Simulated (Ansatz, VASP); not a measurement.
**Ge (random alloy of the diamond Si-Ge line, x = 1) in two plane-wave programs**

One calculation is typed for both programs; each brings its own data sets. How far apart do they land? The structure shown is the start of the Ansatz relaxation below; VASP solves that cell, so the two are compared at the walk's first step.

Program: Ansatz 0.2.0. Level of theory: plane waves, with VASP 6.6.1 beside it; single point at PBE. Results are calculated unless marked as measured.

### Step 1. Set-up

The cell holds 64 atoms: 64 Ge. Cell: a = 11.520 Å, b = 11.520 Å, c = 11.520 Å, α = 90.0°, β = 90.0°, γ = 90.0°. It derives from Si (diamond Si-Ge), repeated 2×2×2. Diamond Si-Ge: 64 atoms, 64 of 64 Si sites given to Ge at random, cell and internal coordinates interpolated linearly between the end members (Vegard's rule); (so at first; earlier steps may have moved the atoms), displaced by a Gaussian of 0.02 A. Lattice constants are starting values near those of PBE.

### Step 2. Ansatz: relaxation, PBE

Ansatz runs on its default PAW (the set named soft_2) files.

The two programs are compared at the cell with which this relaxation starts, whose forces are those of its first step.

File input.yaml:

```yaml
crystal:
  lattice:
    - [11.52, 0.0, 0.0]
    - [0.0, 11.52, 0.0]
    - [0.0, 0.0, 11.52]
  atoms:
    - { symbol: Ge, position: [0.99928, 0.9999, 0.99629] }
    - { symbol: Ge, position: [0.12785, 0.12189, 0.12354] }
    - { symbol: Ge, position: [0.00087, 0.24784, 0.24816] }
    - { symbol: Ge, position: [0.12342, 0.37596, 0.37898] }
    - { symbol: Ge, position: [0.25007, 0.99806, 0.25094] }
    - { symbol: Ge, position: [0.37397, 0.12497, 0.37704] }
    - { symbol: Ge, position: [0.2487, 0.25002, 0.99848] }
    - { symbol: Ge, position: [0.37473, 0.37545, 0.12328] }
    - { symbol: Ge, position: [0.99941, 0.99959, 0.49889] }
    - { symbol: Ge, position: [0.12294, 0.12253, 0.62473] }
    - { symbol: Ge, position: [0.99953, 0.25387, 0.74577] }
    - { symbol: Ge, position: [0.1252, 0.37564, 0.87736] }
    - { symbol: Ge, position: [0.25087, 0.99853, 0.75] }
    - { symbol: Ge, position: [0.37594, 0.12446, 0.87634] }
    - { symbol: Ge, position: [0.24676, 0.25301, 0.50255] }
    - { symbol: Ge, position: [0.37442, 0.37606, 0.62508] }
    - { symbol: Ge, position: [0.99856, 0.50015, 0.00174] }
    - { symbol: Ge, position: [0.12434, 0.62435, 0.12487] }
    - { symbol: Ge, position: [0.00075, 0.75222, 0.2489] }
    - { symbol: Ge, position: [0.12588, 0.87538, 0.37177] }
    - { symbol: Ge, position: [0.24927, 0.49977, 0.24993] }
    - { symbol: Ge, position: [0.37557, 0.62146, 0.37508] }
    - { symbol: Ge, position: [0.24882, 0.7475, 0.00091] }
    - { symbol: Ge, position: [0.37628, 0.87387, 0.12646] }
    - { symbol: Ge, position: [0.99934, 0.50012, 0.49809] }
    - { symbol: Ge, position: [0.12775, 0.62038, 0.62484] }
    - { symbol: Ge, position: [0.00121, 0.74647, 0.74967] }
    - { symbol: Ge, position: [0.12487, 0.87643, 0.87717] }
    - { symbol: Ge, position: [0.2493, 0.4976, 0.75237] }
    - { symbol: Ge, position: [0.37711, 0.6242, 0.87561] }
    - { symbol: Ge, position: [0.25066, 0.75098, 0.50035] }
    - { symbol: Ge, position: [0.37744, 0.87198, 0.62681] }
    - { symbol: Ge, position: [0.50066, 0.99962, 0.00204] }
    - { symbol: Ge, position: [0.62093, 0.12702, 0.12567] }
    - { symbol: Ge, position: [0.49803, 0.25075, 0.24947] }
    - { symbol: Ge, position: [0.62949, 0.37819, 0.37577] }
    - { symbol: Ge, position: [0.74875, 0.99899, 0.24944] }
    - { symbol: Ge, position: [0.87403, 0.12343, 0.37397] }
    - { symbol: Ge, position: [0.74952, 0.2491, 0.99879] }
    - { symbol: Ge, position: [0.87339, 0.37943, 0.12244] }
    - { symbol: Ge, position: [0.49823, 0.00075, 0.49944] }
    - { symbol: Ge, position: [0.62574, 0.12639, 0.62719] }
    - { symbol: Ge, position: [0.50131, 0.24827, 0.75193] }
    - { symbol: Ge, position: [0.62194, 0.3748, 0.87414] }
    - { symbol: Ge, position: [0.74816, 0.00103, 0.74968] }
    - { symbol: Ge, position: [0.87677, 0.12243, 0.87647] }
    - { symbol: Ge, position: [0.75086, 0.25022, 0.49754] }
    - { symbol: Ge, position: [0.87456, 0.37231, 0.62138] }
    - { symbol: Ge, position: [0.50569, 0.50169, 0.00311] }
    - { symbol: Ge, position: [0.62426, 0.62621, 0.12621] }
    - { symbol: Ge, position: [0.50104, 0.75001, 0.2496] }
    - { symbol: Ge, position: [0.62141, 0.87606, 0.37574] }
    - { symbol: Ge, position: [0.75194, 0.49952, 0.25302] }
    - { symbol: Ge, position: [0.87422, 0.62282, 0.37663] }
    - { symbol: Ge, position: [0.74919, 0.74782, 0.00022] }
    - { symbol: Ge, position: [0.87631, 0.87542, 0.12586] }
    - { symbol: Ge, position: [0.50713, 0.50143, 0.50266] }
    - { symbol: Ge, position: [0.62155, 0.62563, 0.62634] }
    - { symbol: Ge, position: [0.49937, 0.74848, 0.75069] }
    - { symbol: Ge, position: [0.62445, 0.87397, 0.877] }
    - { symbol: Ge, position: [0.75232, 0.50053, 0.74921] }
    - { symbol: Ge, position: [0.87589, 0.62644, 0.87609] }
    - { symbol: Ge, position: [0.74748, 0.74941, 0.50062] }
    - { symbol: Ge, position: [0.87608, 0.87667, 0.62632] }
kpoints:
  mp_grid: { grid: [1, 1, 1] }
hamiltonian:
  xc: pbe
scf:
  occupations: { method: fermi_dirac, width: 0.025 }
output:
  forces: true
relax:
  f_tol: 0.04
  max_steps: 150
  cell: {}
```

Launch:

```bash
$ ansatz run input.yaml --threads 4 --pin off --max-ram 8192MiB --backend cpu --events-out ev --progress --plain --runs-dir out
```

Numbers of over 12 decimals in the logs are rounded to 6 here.

Log:

```text
Engine: ansatz 0.2.0, aarch64-unknown-linux-gnu
Pseudopotentials: kind: paw
Pseudopotential: Ge, paw, valence charge 14, recommended cutoff 420 eV (normal), Ge.paw.azcp
Functional definition: PBE
  parameter kappa = 0.804
  parameter beta = 0.066725
  exchange = pbe_x(kappa = kappa, mu = beta*pi^2/3)
  correlation = pbe_c(beta = beta)
Crystal: 64 atoms, lattice volume = 1528.824 Å³
Basis set: ecut = 420 eV, 29855 PW (Γ), exchange–correlation on 160×160×160 points (8 copies of the dense FFT grid, shifted against one another)
Bands: 538, of which v1, the nominal top of the filled ones, is band 448 counted from 1 (447 counted from 0)
Symmetry: 1 space group operations
Space group: P1 (ITA 1), of the structure as read, at distance tolerance 1.2e-4 Å
k-points: 1
Non-local potential: Ge, projectors of the file, l = 0: 2, l = 1: 2, l = 2: 3, l = 3: 1
PAW form: soft (Blöchl's): semilocal exchange-correlation on the pseudo side does not see the compensation charge
PAW one-centre angular grid: Ge, 590 points (default); XC on 64 Gauss nodes
Initial density: superposition of atomic densities (neutral atoms: chi_scale 0, normalization atom), corrected by the library's trained network
Initial wavefunctions: pseudopotential atomic-orbital guess
Functional: x = pbe(κ = 0.804, μ = 0.219515), c = pbe(β = 0.066725)
SCF iter   1: F=—  HF=-274870.272883 eV  |F-HF|=—  |Δ(HF+E_count)|=         —  Δρ=1.94e-3  dr2=5.86e-2  ethr=1.77e-3  ⟨swp⟩=6.0  Hψ=1658  notcnv=0  defer=56
preconditioner: auto → LDOS  [metal: Δε(μ)=0.024 eV  Ē_g=22.327 eV  σ=0.025 eV  W_gap=0.24  n_scr=388 (ndim 8)  ℏωp=28.4 eV  f_vac=0.091  D(μ)=97.28/eV (n_scr^D=1020)  β→1.0]
SCF iter   2: F=—  HF=-274870.263633 eV  |F-HF|=—  |Δ(HF+E_count)|=   9.25e-3  Δρ=1.76e-3  dr2=3.96e-2  ethr=6.54e-6  ⟨swp⟩=2.0  Hψ=1084  notcnv=0  defer=73
SCF iter   3: F=—  HF=-274870.238177 eV  |F-HF|=—  |Δ(HF+E_count)|=   2.55e-2  Δρ=3.82e-4  dr2=4.38e-3  ethr=4.42e-6  ⟨swp⟩=2.0  Hψ=930  notcnv=0  defer=73
SCF iter   4: F=—  HF=-274870.238005 eV  |F-HF|=—  |Δ(HF+E_count)|=   1.71e-4  Δρ=1.65e-4  dr2=1.56e-3  ethr=4.89e-7  ⟨swp⟩=2.0  Hψ=553  notcnv=0  defer=73
SCF iter   5: F=—  HF=-274870.237843 eV  |F-HF|=—  |Δ(HF+E_count)|=   1.62e-4  Δρ=1.37e-4  dr2=8.79e-4  ethr=1.74e-7  ⟨swp⟩=2.0  Hψ=917  notcnv=0  defer=73
SCF iter   6: F=—  HF=-274870.237647 eV  |F-HF|=—  |Δ(HF+E_count)|=   1.96e-4  Δρ=5.74e-5  dr2=2.61e-4  ethr=9.81e-8  ⟨swp⟩=3.0  Hψ=1049  notcnv=0  defer=73
SCF iter   7: F=—  HF=-274870.237567 eV  |F-HF|=—  |Δ(HF+E_count)|=   7.99e-5  Δρ=2.50e-5  dr2=2.94e-5  ethr=2.92e-8  ⟨swp⟩=3.0  Hψ=918  notcnv=0  defer=73
SCF iter   8: F=—  HF=-274870.239459 eV  |F-HF|=—  |Δ(HF+E_count)|=   1.89e-3  Δρ=1.62e-5  dr2=1.31e-5  ethr=3.28e-9  ⟨swp⟩=3.0  Hψ=1049  notcnv=0  defer=73
SCF iter   9: F=—  HF=-274870.239457 eV  |F-HF|=—  |Δ(HF+E_count)|=   2.35e-6  Δρ=7.67e-6  dr2=3.90e-6  ethr=1.47e-9  ⟨swp⟩=2.0  Hψ=596  notcnv=0  defer=73
SCF iter  10: F=—  HF=-274870.239457 eV  |F-HF|=—  |Δ(HF+E_count)|=   2.06e-7  Δρ=4.29e-6  dr2=1.31e-6  ethr=4.35e-10  ⟨swp⟩=2.0  Hψ=564  notcnv=0  defer=73
SCF iter  11: F=—  HF=-274870.239457 eV  |F-HF|=—  |Δ(HF+E_count)|=   1.23e-7  Δρ=2.43e-6  dr2=5.44e-7  ethr=1.46e-10  ⟨swp⟩=2.0  Hψ=571  notcnv=0  defer=73
SCF iter  12: F=—  HF=-274870.239457 eV  |F-HF|=—  |Δ(HF+E_count)|=   8.02e-8  Δρ=1.23e-6  dr2=1.59e-7  ethr=6.07e-11  ⟨swp⟩=2.0  Hψ=568  notcnv=0  defer=73
SCF iter  13: F=-274870.239456 eV  HF=-274870.239457 eV  |F-HF|=6.98e-8  |Δ(HF+E_count)|=   9.66e-9  Δρ=8.83e-7  dr2=7.67e-8  ethr=1.12e-11  ⟨swp⟩=3.0  Hψ=1442  notcnv=0
SCF 1 converged in 13 iterations: F = -274870.239456 eV  dr2 = 7.67e-8
  greatest PAW one-centre occupation: 0.998 electrons in one spin orbital (limit 2), on the Ge atom at site 34 (counted from 0), in its partial waves of l = 2
relax step   1: F+E_penalty+E_count = -274870.23945645 eV  Δ(F+E_penalty+E_count) = +0.000e0 eV  max|allowed force component| = 7.163e-1 eV/Å  Δτ_max = 0.0000 Å  P = +2.230 GPa  Ω = 1528.824 Å³  (13 SCF iters, dr2 threshold 1.00e-7 eV, accepted)
Crystal: 64 atoms, lattice volume = 1581.623 Å³
Basis set: ecut = 420 eV, 31013 PW (Γ), exchange–correlation on 160×160×160 points (8 copies of the dense FFT grid, shifted against one another)
Initial density: handed on by an earlier stage of this run
Initial wavefunctions: those handed on with the density
iter 1 solved again at ethr=2.10e-5 eV; its pass at ethr=3.10e-3 eV (dr2=1.89e-1 eV) is discarded
SCF iter   1: F=—  HF=-274871.196661 eV  |F-HF|=—  |Δ(HF+E_count)|=         —  Δρ=3.82e-3  dr2=1.90e-1  ethr=2.10e-5  ⟨swp⟩=3.0  Hψ=2313  notcnv=0
preconditioner: auto → LDOS  [metal: Δε(μ)=0.014 eV  Ē_g=22.173 eV  σ=0.025 eV  W_gap=0.14  n_scr=426 (ndim 8)  ℏωp=27.9 eV  f_vac=0.110  D(μ)=43.69/eV (n_scr^D=298)  β→1.0]
[...]
atom  12  Ge    -0.00191794    -0.00299184    -0.00933597
  atom  13  Ge    -0.00302291     0.00618443    -0.01025319
  atom  14  Ge    -0.00291388    -0.00042649    -0.00741209
  atom  15  Ge     0.00068121     0.00513776    -0.00641895
  atom  16  Ge    -0.00548794     0.00013489     0.00068172
  atom  17  Ge     0.01206066    -0.00066439     0.00574275
  atom  18  Ge    -0.00249378     0.00186220     0.00378736
  atom  19  Ge     0.00716325     0.00543156     0.00189694
  atom  20  Ge    -0.00019457    -0.00225791     0.01280715
  atom  21  Ge     0.00257901     0.00106548     0.00741400
  atom  22  Ge    -0.00581181    -0.00170423     0.01434029
  atom  23  Ge     0.00276009     0.00216569     0.00899274
  atom  24  Ge    -0.00656393    -0.00274187    -0.00061968
  atom  25  Ge     0.00669556    -0.00157798    -0.00786109
  atom  26  Ge     0.00149095    -0.00282261     0.00079459
  atom  27  Ge     0.00562254     0.00399613    -0.00818183
  atom  28  Ge    -0.00635904    -0.00362031    -0.01134721
  atom  29  Ge    -0.00094278    -0.00094167    -0.00963928
  atom  30  Ge    -0.00220136    -0.00565512    -0.00568923
  atom  31  Ge     0.00150733     0.00043601    -0.01088466
  atom  32  Ge    -0.00229156    -0.00354472    -0.00109744
  atom  33  Ge    -0.00505183     0.00349786     0.00374485
  atom  34  Ge     0.00284250    -0.00291212     0.00287134
  atom  35  Ge    -0.00676206     0.00274328     0.00478683
[...]
atom  57  Ge    -0.01164127     0.00040471    -0.00841378
  atom  58  Ge    -0.00091621    -0.00124510    -0.00425736
  atom  59  Ge    -0.00745886     0.00386676    -0.00656447
  atom  60  Ge     0.00286212    -0.00314746    -0.00508070
  atom  61  Ge    -0.00123505     0.00059286    -0.00540415
  atom  62  Ge     0.00645689     0.00017542    -0.01037375
  atom  63  Ge    -0.00334009     0.00593855    -0.01040980
  atom  64  Ge     0.00778667     0.00044889    -0.00161276
  max |Σ_I F_I| component: 1.73e-6 eV/Å
--- Stress (GPa, compression-positive) ---
       -0.014239       0.005921      -0.019657
        0.005921      -0.003790       0.021900
       -0.019657       0.021900       0.008504
  P = ⅓ Tr σ = -0.0032 GPa (-0.032 kbar)
--- Relaxed structure (19 steps of the walk, 13 accepted, 1 SCFs on fresh bases) ---
  F+E_penalty+E_count = -274871.39209349 eV   max|allowed force component| = 1.434e-2 eV/Å   (the final SCF, on the basis selected at the relaxed cell)
  cell:  # Å, volume = 1578.4641 Å³
    - [11.618515, -0.164832, 0.060952]
    - [-0.164832, 11.713528, 0.155642]
    - [0.060952, 0.155642, 11.603080]
  atoms:
    - { symbol: Ge, position: [1.001720, 1.000137, 0.998098] }
    - { symbol: Ge, position: [0.123068, 0.124430, 0.127204] }
    - { symbol: Ge, position: [0.00183494, 0.250069, 0.248004] }
    - { symbol: Ge, position: [0.122945, 0.374513, 0.377142] }
    - { symbol: Ge, position: [0.251952, 1.000045, 0.248012] }
    - { symbol: Ge, position: [0.373138, 0.124475, 0.377185] }
    - { symbol: Ge, position: [0.251967, 0.250067, 0.998211] }
    - { symbol: Ge, position: [0.373207, 0.374461, 0.127265] }
    - { symbol: Ge, position: [1.001851, 1.000093, 0.498250] }
    - { symbol: Ge, position: [0.123157, 0.124408, 0.627433] }
    - { symbol: Ge, position: [1.001890, 0.250081, 0.748350] }
    - { symbol: Ge, position: [0.123109, 0.374487, 0.877446] }
    - { symbol: Ge, position: [0.252066, 1.000019, 0.748439] }
    - { symbol: Ge, position: [0.373230, 0.124436, 0.877493] }
    - { symbol: Ge, position: [0.251916, 0.250085, 0.498198] }
    - { symbol: Ge, position: [0.373267, 0.374392, 0.627389] }
    - { symbol: Ge, position: [1.001784, 0.500087, -0.00187008] }
    - { symbol: Ge, position: [0.123048, 0.624410, 0.127168] }
    - { symbol: Ge, position: [0.00176812, 0.750008, 0.248025] }
    - { symbol: Ge, position: [0.122995, 0.874466, 0.377109] }
    - { symbol: Ge, position: [0.251924, 0.500070, 0.248036] }
    - { symbol: Ge, position: [0.373171, 0.624463, 0.377160] }
    - { symbol: Ge, position: [0.251933, 0.750115, -0.00182395] }
    - { symbol: Ge, position: [0.373246, 0.874415, 0.127263] }
[...]
- { symbol: Ge, position: [0.502106, 0.500153, 0.498292] }
    - { symbol: Ge, position: [0.623170, 0.624459, 0.627494] }
    - { symbol: Ge, position: [0.502072, 0.750087, 0.748351] }
    - { symbol: Ge, position: [0.623139, 0.874460, 0.877407] }
    - { symbol: Ge, position: [0.751966, 0.500071, 0.748318] }
    - { symbol: Ge, position: [0.872997, 0.624401, 0.877408] }
    - { symbol: Ge, position: [0.751892, 0.750055, 0.498292] }
    - { symbol: Ge, position: [0.873068, 0.874363, 0.627424] }
```

[end of part 1 of 2]

[Lines on the potential files, build, host, timing and source positions are cut from VASP's logs without a mark.]

[Logs are printed without paths, hosts, clocks, repeated set-up lines and the standing remarks that a program may print on its own settings, such as how far it seeks lower states.]

[Hosts, paths, dates, database ids (printed as entryN), source tags and the programs' standing remarks are cut or masked in the printed files.]
